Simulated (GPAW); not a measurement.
C:

```
C
1.0
     0.00000    1.78337    1.78337
     1.78337    0.00000    1.78337
     1.78337    1.78337    0.00000
C
2
Direct
  0.75000 0.75000 0.75000
  0.50000 0.50000 0.50000
```

This isn't the form of C at room conditions, which is graphite.

Base run:

* Program: GPAW 26.7.0
* Functional: revPBE
* Potentials or basis: the program's PAW data sets (release 1.2.1) made for this functional
* Cutoff: 800 eV
* Basis: pw
* k mesh: 13 × 13 × 13
* Occupations: fermi-dirac, width 0.05 eV
* Spin: no spin polarisation

Its results: band gap on the k mesh 4.14 eV, indirect (least direct gap 5.60 eV); pressure 6.1 GPa.

**Question.** After a change of settings the same cell gave: band gap on the k mesh 4.11 eV, indirect (least direct gap 5.55 eV); pressure -13.5 GPa. Which change was it?
A. functional from revPBE to RPBE
B. functional from revPBE to r2SCAN; potentials or basis from the program's PAW data sets (release 1.2.1) made for this functional to GPAW PAW data sets (gpaw-data 1.2.1)
C. functional from revPBE to SCAN; potentials or basis from the program's PAW data sets (release 1.2.1) made for this functional to GPAW PAW data sets (gpaw-data 1.2.1)
D. functional from revPBE to LDA

**Answer.** D.

LDA binds more tightly than revPBE, so the same cell stands under less pressure.

Runs at the PBE level aren't shown here.
